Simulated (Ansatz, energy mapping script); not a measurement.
# ReAg2Cl6 monolayer: energy mapping under PBE+U (1.65 eV) (strain in the plane to area × 0.94)

Aim: the exchange couplings of ReAg2Cl6 monolayer from the energies of a few collinear orders, and the ordering temperature that they give.

Calculated with Ansatz 0.2.0; PBE with U = 1.65 eV on Re d, ortho-atomic projectors; plane waves, U on orthogonalised atomic orbitals unless named otherwise, collinear spin, no spin–orbit coupling.

Report form: the programs' logs are mostly left out.

### 1. Starting point

The cell holds 9 atoms: 1 Re, 6 Cl and 2 Ag. Cell: a = 6.373 Å, b = 6.373 Å, c = 17.717 Å, α = 90.0°, β = 90.0°, γ = 120.0°. It derives from ReAg2Cl6. one layer cut from the bulk crystal, unrelaxed, 15 A of vacuum. Vacuum lies along c.

Structure file:

```cif
data_structure
_symmetry_space_group_name_H-M 'P 1'
_symmetry_Int_Tables_number 1
_cell_length_a 6.3731
_cell_length_b 6.3731
_cell_length_c 17.7174
_cell_angle_alpha 90.000
_cell_angle_beta 90.000
_cell_angle_gamma 120.000
_cell_volume 623.20
loop_
_atom_site_label
_atom_site_type_symbol
_atom_site_fract_x
_atom_site_fract_y
_atom_site_fract_z
_atom_site_occupancy
Re1 Re 0.00000 0.00000 0.50000 1
Cl2 Cl 0.26626 0.31288 0.57669 1
Cl3 Cl 0.04662 0.73374 0.57669 1
Cl4 Cl 0.68712 0.95338 0.57669 1
Cl5 Cl 0.73374 0.68712 0.42331 1
Cl6 Cl 0.95338 0.26626 0.42331 1
Cl7 Cl 0.31288 0.04662 0.42331 1
Ag8 Ag 0.33333 0.66667 0.43609 1
Ag9 Ag 0.66667 0.33333 0.56391 1
```

This cell differs from the given one by: strain in the plane to area × 0.94. Atoms follow the cell and are not relaxed.

The U corrects the self-interaction that lets semilocal functionals spread d and f electrons too far. Its value here is typed, not computed.

### 2. A run to fix the orbital filling

A corrected shell can settle in several orbital fillings. One parallel run, with an occupation width a fifth wider than the orders use, therefore is to supply the occupation matrices. All orders start from them.

Input file input.yaml:

```yaml
crystal:
  lattice:
    - [6.3730509206, 0.0, 0.0]
    - [-3.1865254608, 5.5192239966, 0.0]
    - [0.0, 0.0, 17.717371]
  atoms:
    - { symbol: Re, position: [0.0, 0.0, 0.5], spin: 2.0 }
    - { symbol: Cl, position: [0.266255333, 0.312877667, 0.576687] }
    - { symbol: Cl, position: [0.046622333, 0.733744667, 0.576687] }
    - { symbol: Cl, position: [0.687122333, 0.953377667, 0.576687] }
    - { symbol: Cl, position: [0.733744667, 0.687122333, 0.423313] }
    - { symbol: Cl, position: [0.953377667, 0.266255333, 0.423313] }
    - { symbol: Cl, position: [0.312877667, 0.046622333, 0.423313] }
    - { symbol: Ag, position: [0.333333333, 0.666666667, 0.43609] }
    - { symbol: Ag, position: [0.666666667, 0.333333333, 0.56391] }
magnetization:
  spin_polarized: true
kpoints:
  mp_grid: { grid: [5, 5, 1] }
hamiltonian:
  xc: pbe
  hubbard:
    sites: [{ species: Re, l: d, u_eff: 1.65 }]
    projectors: ortho-atomic
scf:
  occupations: { method: fermi_dirac, width: 0.048 }
output:
  eigenvalues: true
```

Launch:

```console
ansatz run input.yaml --threads 4 --pin off --max-ram 8192MiB --backend cpu --events-out ev --progress --plain --runs-dir out
```

Wall time 34 s (4 threads of Arm Neoverse V1, shared host); peak memory 1.6 GiB.

This step gave:

* final state: ferromagnetic
* electrons in the corrected shells: 5.374 e
* largest moment: 1.682 μB

### 3. Order 1: parallel, cell A of 18 atoms

The parallel order is the zero of energy for this cell and mesh.

Input file input.yaml:

```yaml
crystal:
  lattice:
    - [6.3730509206, 0.0, 0.0]
    - [-6.3730509216, 11.0384479933, 0.0]
    - [0.0, 0.0, 17.717371]
  atoms:
    - { symbol: Re, position: [0.0, 0.0, 0.5], spin: 2.0 }
    - { symbol: Re, position: [0.0, 0.5, 0.5], spin: 2.0 }
    - { symbol: Cl, position: [0.266255333, 0.156438834, 0.576687] }
    - { symbol: Cl, position: [0.266255333, 0.656438834, 0.576687] }
    - { symbol: Cl, position: [0.046622333, 0.366872334, 0.576687] }
    - { symbol: Cl, position: [0.046622333, 0.866872333, 0.576687] }
    - { symbol: Cl, position: [0.687122333, 0.476688834, 0.576687] }
    - { symbol: Cl, position: [0.687122333, 0.976688834, 0.576687] }
    - { symbol: Cl, position: [0.733744667, 0.343561166, 0.423313] }
    - { symbol: Cl, position: [0.733744667, 0.843561166, 0.423313] }
    - { symbol: Cl, position: [0.953377667, 0.133127666, 0.423313] }
    - { symbol: Cl, position: [0.953377667, 0.633127666, 0.423313] }
    - { symbol: Cl, position: [0.312877667, 0.023311166, 0.423313] }
    - { symbol: Cl, position: [0.312877667, 0.523311166, 0.423313] }
    - { symbol: Ag, position: [0.333333333, 0.333333334, 0.43609] }
    - { symbol: Ag, position: [0.333333333, 0.833333333, 0.43609] }
    - { symbol: Ag, position: [0.666666667, 0.166666666, 0.56391] }
    - { symbol: Ag, position: [0.666666667, 0.666666667, 0.56391] }
magnetization:
  spin_polarized: true
kpoints:
  mp_grid: { grid: [5, 3, 1] }
hamiltonian:
  xc: pbe
  hubbard:
    sites:
      - { species: Re, l: d, u_eff: 1.65 }
      - { site: 0, l: d, u_eff: 1.65, starting_ns: [{ spin: up, occupation_matrix: re1_major }, { spin: down, occupation_matrix: re1_minor }] }
      - { site: 1, l: d, u_eff: 1.65, starting_ns: [{ spin: up, occupation_matrix: re1_major }, { spin: down, occupation_matrix: re1_minor }] }
    projectors: ortho-atomic
    occupation_matrices:
      re1_major:
        matrix:
          - [0.98, 0.0, 0.0, 0.0, 0.0]
          - [0.0, 0.626, 0.0, -0.223, -0.089]
          - [0.0, 0.0, 0.626, -0.089, 0.223]
          - [0.0, -0.223, -0.089, 0.814, 0.0]
          - [0.0, -0.089, 0.223, 0.0, 0.814]
      re1_minor:
        matrix:
          - [0.239, 0.0, 0.0, 0.0, 0.0]
          - [0.0, 0.35, 0.0, 0.077, 0.026]
          - [0.0, 0.0, 0.35, 0.026, -0.077]
          - [0.0, 0.077, 0.026, 0.287, 0.0]
          - [0.0, 0.026, -0.077, 0.0, 0.287]
scf:
  occupations: { method: fermi_dirac, width: 0.04 }
output:
  eigenvalues: true
```

Wall time 47 s (4 threads); peak memory 4.3 GiB.

Spin moment in the sphere by atom:

```csv
atom,spin moment in the sphere (μB)
Re1,1.68
Re2,1.68
Cl3,0.05
Cl4,0.05
Cl5,0.05
Cl6,0.05
Cl7,0.05
Cl8,0.05
Cl9,0.05
Cl10,0.05
Cl11,0.05
Cl12,0.05
Cl13,0.05
Cl14,0.05
Ag15,0.03
Ag16,0.03
Ag17,0.03
Ag18,0.03
```

The run ends ferromagnetic.

### 4. Order 2: compensated +−, cell A of 18 atoms

This order reverses 4 of the 6 neighbours at 6.37 Å, counted for an average magnetic atom.

Edit input.yaml of step 3 so:

```diff
@@ -7,3 +7,3 @@
     - { symbol: Re, position: [0.0, 0.0, 0.5], spin: 2.0 }
-    - { symbol: Re, position: [0.0, 0.5, 0.5], spin: 2.0 }
+    - { symbol: Re, position: [0.0, 0.5, 0.5], spin: -2.0 }
     - { symbol: Cl, position: [0.266255333, 0.156438834, 0.576687] }
@@ -34,3 +34,3 @@
       - { site: 0, l: d, u_eff: 1.65, starting_ns: [{ spin: up, occupation_matrix: re1_major }, { spin: down, occupation_matrix: re1_minor }] }
-      - { site: 1, l: d, u_eff: 1.65, starting_ns: [{ spin: up, occupation_matrix: re1_major }, { spin: down, occupation_matrix: re1_minor }] }
+      - { site: 1, l: d, u_eff: 1.65, starting_ns: [{ spin: up, occupation_matrix: re1_minor }, { spin: down, occupation_matrix: re1_major }] }
     projectors: ortho-atomic
```

Wall time 46 s (4 threads); peak memory 4.4 GiB; 3 min of CPU time.

Spin moment in the sphere by atom:

```csv
atom,spin moment in the sphere (μB)
Re1,1.66
Re2,-1.66
Cl3,0.04
Cl4,-0.04
Cl5,-0.04
Cl6,0.04
Cl7,-0.05
Cl8,0.05
Cl9,-0.04
Cl10,0.04
Cl11,0.04
Cl12,-0.04
Cl13,0.05
Cl14,-0.05
Ag15,-0.01
Ag16,0.01
Ag17,0.01
Ag18,-0.01
```

The run ends antiferromagnetic, 22.67 meV a magnetic atom below the parallel order of its cell.

### 5. The fit

Each energy difference is a sum of couplings weighted by the pairs that the order reverses. A few near shells are fitted to the differences by least squares. Energies are those extrapolated to zero occupation width, not the free energies F.

The orders that converged (zero: parallel moments in the same cell):

```csv
order,atoms,energy (meV a magnetic atom),moments (μB),moments kept as typed,opposed neighbours at 6.37 Å
parallel,18,0.00,1.68,yes,0
compensated +−,18,-22.67,1.66,yes,4
```

The Heisenberg fit (each pair counts twice, positive J is ferromagnetic):

```csv
pair,distance (Å),neighbours,J (meV)
Re–Re,6.37,6,-2.83
```

Limits of this fit: couplings between layers, chains or clusters are absent from the fit or under 2 % of the largest, so temperatures below mark short-range order; one energy difference fixes this value, which holds the part of every shell that the order reverses.

In mean field these couplings order at 65.8 K.

### 6. Finite temperature

Mean field ignores fluctuations and overstates the ordering temperature, so the model is also sampled. The heat capacity peaks where order sets in.

Classical unit spins with these couplings on 30×14×1 copies of a cell that holds the lowest order (840 spins), heat-bath sweeps, cooled from random directions, 1500 sweeps to settle and 4500 measured at each temperature, averaged over 4 runs.

```csv
T (K),heat capacity (k_B a spin)
7.89,1.10
13.5,1.18
21.9,2.06
27.5,1.23
33.1,0.89
41.5,0.62
47.1,0.52
52.7,0.47
58.3,0.40
66.7,0.35
72.3,0.32
```

The smoothed heat capacity has a broad peak at 21.7 K. An isotropic layer has no long-range order above 0 K, so no order parameter is shown.

### 7. Comparison

The first set of orders, under PBE+U (1.65 eV), strain in the plane to area × 1, took 10 min of CPU time summed over its finished orders (seed run apart), these 6.1 min.

```csv
quantity,this set,first set
"J at 6.37 Å (6.57 Å in the first set), meV",-2.83,-2.03
"ordering temperature, mean field, K",65.8,47.1
"heat-capacity peak, Monte Carlo, K",21.7,15.6
```

The coupling that led in the first set goes from -2.03 to -2.83 meV.

### 8. Summary of results

| Item | Value |
| --- | --- |
| lowest order tried | compensated +− |
| largest fitted value, Re–Re at 6.37 Å | -2.83 meV |
| ordering temperature, mean field | 65.8 K |
| heat-capacity peak, Monte Carlo | 21.7 K |

In words: Of the orders tried, ReAg2Cl6 monolayer (strain in the plane to area × 0.94) prefers the order “compensated +−” under PBE+U (1.65 eV), with 4 of 6 neighbours at 6.37 Å opposed. Orders that were not tried, spirals among them, may lie lower. The model's best pattern is not among the orders that were run. The one fitted coupling is the Re–Re pair at 6.37 Å, antiferromagnetic at -2.8 meV. The orders also reverse pairs at 11.04 Å, which are not fitted, so the fitted values hold their part too. No fitted order reverses the pairs at 12.75 Å, so their coupling is unknown and is set to zero in the model. 1 energy difference fixes 1 coupling with none to spare, so the fit tests nothing. In the fitted orders moments change by up to 1.0 % against the parallel run of the same cell, so their size stays put. The fitted couplings above 2 % of the largest link the moments within layers only, where isotropic couplings give no order above 0 K. The peak at 21.7 K marks where short-range order sets in on this finite lattice; real ordering needs anisotropy.

[Logs and program files are shortened in this print: banners, set-up blocks, solver, clock and traceback lines can be left out without a mark of their own.]

[Logs are printed without paths, hosts, clocks, repeated set-up lines and the standing remarks that a program may print on its own settings, such as how far it seeks lower states.]

[Hosts, paths, dates, database ids (printed as entryN), source tags and the programs' standing remarks are cut or masked in the printed files.]

[Where a cell is said to come from a database of computed structures, the database is the Materials Project.]
